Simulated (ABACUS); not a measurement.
# TiC (Fm-3m) in ABACUS: notebook, part 2 of 2

ABACUS 3.10.1.

## Step 4: Single point, PBE

Contents of INPUT:

```
INPUT_PARAMETERS
suffix              TiC
calculation         scf
basis_type          lcao
pseudo_dir          ./
orbital_dir         ./
symmetry            1
dft_functional      pbe
ecutwfc             100
pseudo_rcut         10
nspin               1
nbands              12
ks_solver           genelpa
smearing_method     fd
smearing_sigma      0.00367493
scf_thr             1e-07
scf_nmax            100
mixing_type         broyden
mixing_beta         0.7
cal_force           1
cal_stress          1
out_mul             1
out_chg             1
out_pot             2
out_elf             1
```

Contents of STRU:

```
ATOMIC_SPECIES
Ti 47.8670 Ti.upf
C 12.0110 C.upf

NUMERICAL_ORBITAL
Ti_confined-atom_7au_2s1p1d.orb
C_confined-atom_6au_1s1p.orb

LATTICE_CONSTANT
1.8897261246

LATTICE_VECTORS
0.0000000000 2.1657188437 2.1657188437
2.1657188437 0.0000000000 2.1657188437
2.1657188437 2.1657188437 0.0000000000

ATOMIC_POSITIONS
Direct

Ti
0.0
1
0.0000000000 0.0000000000 0.0000000000 1 1 1

C
0.0
1
0.5000000000 0.5000000000 0.5000000000 1 1 1
```

Contents of KPT:

```
K_POINTS
0
Gamma
11 11 11 0 0 0
```

Potentials or basis: PseudoDojo NC SR 0.4.1 PBE standard, SZ LCAO (the cutoffs set its grid).

On the command line:

```
$ OMP_NUM_THREADS=1 mpirun -np 4 abacus > log
```

running log:

```text
ABACUS v3.10.1

               Atomic-orbital Based Ab-initio Computation at UStc

 ------------------------------------------------------------------------------------

 READING GENERAL INFORMATION
                           global_out_dir = OUT.TiC/
                           global_in_card = INPUT
                               pseudo_dir = ./
                              orbital_dir = ./
                                    DSIZE = 4
                                    GSIZE = 1
[... 5 lines left out ...]

 READING ATOM TYPE 1
                               atom label = Ti
                      L=0, number of zeta = 2
                      L=1, number of zeta = 1
                      L=2, number of zeta = 1
             number of atom for this type = 1

 READING ATOM TYPE 2
                               atom label = C
                      L=0, number of zeta = 1
                      L=1, number of zeta = 1
             number of atom for this type = 1

                        TOTAL ATOM NUMBER = 2
DIRECT COORDINATES
    atom                   x                   y                   z     mag                  vx                  vy                  vz
taud_Ti1            0.0000000000        0.0000000000        0.0000000000  0.0000        0.0000000000        0.0000000000        0.0000000000
taud_C1            0.5000000000        0.5000000000        0.5000000000  0.0000        0.0000000000        0.0000000000        0.0000000000

                          Volume (Bohr^3) = 137.099
                             Volume (A^3) = 20.3159

 Lattice vectors: (Cartesian coordinate: in unit of a_0)
                   +0            +2.16572            +2.16572
             +2.16572                  +0            +2.16572
             +2.16572            +2.16572                  +0
 Reciprocal vectors: (Cartesian coordinate: in unit of 2 pi/a_0)
             -0.23087            +0.23087            +0.23087
             +0.23087            -0.23087            +0.23087
             +0.23087            +0.23087            -0.23087
 The esolver type has been set to : ksdft_lcao

                PAO radial cut off (Bohr) = 10

 Read in pseudopotential file is Ti.upf
                     pseudopotential type = NC
          exchange-correlation functional = PBE
                 nonlocal core correction = 1
                        valence electrons = 12
                                     lmax = 2
                           number of zeta = 4
[... 7 lines left out ...]
                PAO radial cut off (Bohr) = 10

 Read in pseudopotential file is C.upf
                     pseudopotential type = NC
          exchange-correlation functional = PBE
                 nonlocal core correction = 1
                        valence electrons = 4
                                     lmax = 1
                           number of zeta = 2
                     number of projectors = 4
                           L of projector = 0
                           L of projector = 0
                           L of projector = 1
                           L of projector = 1
     initial pseudo atomic orbital number = 14

 SETUP THE ELECTRONS NUMBER
            electron number of element Ti = 12
      total electron number of element Ti = 12
             electron number of element C = 4
       total electron number of element C = 4
            AUTOSET number of electrons:  = 16
                           occupied bands = 8
                                   NLOCAL = 14
                                   NBANDS = 12
                                   NBANDS = 12
                                   NLOCAL = 14

%%%%%%%%%%%%%%%%%%%%%%%%%%%%%%%%%%%%%%%%%%%%%%%%%%%%%%%%%%%%%%%%%%%%%%%%%%%%%%%%%%%%%%%%%%%%%%%%%%%%%%%%%%
[... 138 lines left out ...]
        4             74            804
 --------------- sum -------------------
        4            295           3215

 SET NONLOCAL PSEUDOPOTENTIAL PROJECTORS
 SET NONLOCAL PSEUDOPOTENTIAL PROJECTORS
 max number of nonlocal projetors among all species is 6

 -------------------------------------------
 SELF-CONSISTENT
 -------------------------------------------

 SETUP SEARCHING RADIUS FOR PROGRAM TO SEARCH ADJACENT ATOMS
                  longest orb rcut (Bohr) = 7
   longest nonlocal projector rcut (Bohr) = 1.7
                     search radius (Bohr) = 17.4
              searching radius is (Bohr)) = 17.4
         searching radius unit is (Bohr)) = 1.89
                         PeriodicBoundary = 1
                        Radius(unit:lat0) = 9.21
                                   glayer = [ 5, 5, 5 ]
                             glayer_minus = [ 4, 4, 4 ]

Find the coordinate range of the input atom(unit:lat0).
                                  min_tau = [ -17.3, -17.3, -17.3 ]
                                  max_tau = [ 19.5, 19.5, 19.5 ]
                                BoxNumber = [ 9, 9, 9 ]

 SETUP EXTENDED REAL SPACE GRID FOR GRID INTEGRATION
                          real space grid = [ 40, 40, 40 ]
                 big cell numbers in grid = [ 8, 8, 8 ]
             meshcell numbers in big cell = [ 5, 5, 5 ]
                        extended fft grid = [ 12, 12, 12 ]
                dimension of extened grid = [ 33, 33, 33 ]
                            UnitCellTotal = 125
              Atom number in sub-FFT-grid = 2
    Local orbitals number in sub-FFT-grid = 14
                                ParaV.nnr = 4417
                                 init_chg = atomic

 LCAO ALGORITHM --------------- ION=   1  ELEC=   1--------------------------------

 Density error is 0.177691394545
----------------------------------------------------------
     Energy           Rydberg                 eV
----------------------------------------------------------
 E_KohnSham     -130.3413572329      -1773.3851434206
 E_Harris       -134.3281277840      -1827.6279395343
 E_Fermi        1.0721910714         14.5879079158
----------------------------------------------------------
[... 91 lines left out ...]
 Density error is 9.20529102979e-10
----------------------------------------------------------
     Energy           Rydberg                 eV
----------------------------------------------------------
 E_KohnSham     -130.8002902695      -1779.6292477187
 E_KS(sigma->0) -130.8001822253      -1779.6277777018
 E_Harris       -130.8002902846      -1779.6292479244
 E_band         -7.2913535741        -99.2039547407
 E_one_elec     -30.0430036444       -408.7560345985
 E_Hartree      23.6165506877        321.3196564592
 E_xc           -21.9706110447       -298.9254987498
 E_Ewald        -102.4030101797      -1393.2644307958
 E_entropy(-TS) -0.0002160884        -0.0029400336
 E_descf        0.0000000000         0.0000000000
 E_exx          0.0000000000         0.0000000000
 E_Fermi        1.1446270662         15.5734501856
----------------------------------------------------------

 charge density convergence is achieved
 final etot is -1779.6292477 eV
 EFERMI = 15.573450186 eV
The vacuum level is 8.6962409615 eV

 STATE ENERGY(eV) AND OCCUPATIONS    NSPIN == 1
 1/56 kpoint (Cartesian) = 0.0000 0.0000 0.0000 (567 pws)
       1       -40.9363     0.00150263
       2       -17.0426     0.00150263
       3       -17.0426     0.00150263
       4       -17.0426     0.00150263
       5        2.74050     0.00150263
       6        16.0954    4.39428e-08
       7        16.0954    4.39428e-08
       8        16.0954    4.39428e-08
       9        17.2612    3.29242e-18
      10        17.2612    3.29242e-18
      11        17.4255    1.23004e-19
      12        17.4255    1.23004e-19
[... 57 lines left out ...]
 6/56 kpoint (Cartesian) = 0.10494 0.10494 0.10494 (579 pws)
       1       -40.8597      0.0120210
       2       -17.5600      0.0120210
       3       -17.0845      0.0120210
       4       -17.0845      0.0120210
       5        6.48155      0.0120210
       6        9.41303      0.0120210
       7        12.3717      0.0120210
       8        12.3717      0.0120210
       9        18.2827    3.53259e-26
      10        18.2827    3.53259e-26
      11        19.5052    8.49981e-37
      12        23.9888    9.66732e-76

[... levels at 50 further k points ...]

 correction force for each atom along direction 1 is -7.79803e-15
 correction force for each atom along direction 2 is -2.62009e-15
 correction force for each atom along direction 3 is -7.56512e-15
------------------------------------------------------------------------------------------
 TOTAL-FORCE (eV/Angstrom)
------------------------------------------------------------------------------------------
                       Ti1         0.0000000000         0.0000000000         0.0000000000
                        C1         0.0000000000         0.0000000000         0.0000000000
------------------------------------------------------------------------------------------

----------------------------------------------------------------
 TOTAL-STRESS (KBAR)
----------------------------------------------------------------
       -33.3604412326         0.0000000000         0.0000000000
         0.0000000000       -33.3604412326         0.0000000000
         0.0000000000         0.0000000000       -33.3604412326
----------------------------------------------------------------
 TOTAL-PRESSURE: -33.360441 KBAR

 --------------------------------------------
 !FINAL_ETOT_IS -1779.6292477186573251 eV
 --------------------------------------------
```

Wall time 2.6 s (4 MPI ranks of Intel Xeon Platinum 8488C (Sapphire Rapids), shared host); peak memory 0.4 GiB.

The run converged, but some of its settings lie outside the range that counts as converged, so its numbers aren't taken as properties of the crystal.

Results:

```
Free energy            : -1779.6292 eV
Pressure               : -3.3 GPa
Band gap on the k mesh : none (metal or under the smearing width)
Mulliken charges       : Ti +0.88; C -0.88 e
```

Caveat: the atomic orbitals were generated for these runs and aren't a published set; Mulliken charges move with the basis; the basis of atomic orbitals isn't converged, which shifts pressures, moduli and gaps.

## Step 5: For comparison

An earlier run on the cell as given: functional PBE; potentials or basis PseudoDojo NC SR 0.4.1 PBE standard; cutoff 1143 eV; density cutoff 4572 eV; basis plane waves; k mesh 11 × 11 × 11; occupations fermi-dirac, width 0.05 eV; no spin polarisation.

* Pressure: 0.3 GPa
* Band gap on the k mesh: none (metal or under the smearing width)

## Step 6: The runs side by side

```tsv
potentials or basis	cell	cutoff (eV)	SCF threshold on the density	eigensolver	gap on the mesh (eV)	pressure (GPa)
PseudoDojo NC SR 0.4.1 PBE standard, DZP LCAO (the cutoffs set its grid)	as given	1361	1e-07	genelpa	none	1.2
PseudoDojo NC SR 0.4.1 PBE standard, DZP LCAO (the cutoffs set its grid)	atoms moved at random, drawn with an rms of 0.05 Å	1361	1e-07	genelpa	none	1.7
PseudoDojo NC SR 0.4.1 PBE standard, plane waves	as given	1143	1e-08	dav	none	0.3
```

Alike in all rows: task single point; level PBE; no spin polarisation; k mesh 11 × 11 × 11; smearing fermi-dirac 0.05 eV.

Caveats: the atomic orbitals were generated for these runs and aren't a published set (some runs); the basis of atomic orbitals isn't converged, which shifts pressures, moduli and gaps (some runs).

Total energies depend on the potentials used, so only differences within one code and one set of settings carry meaning.
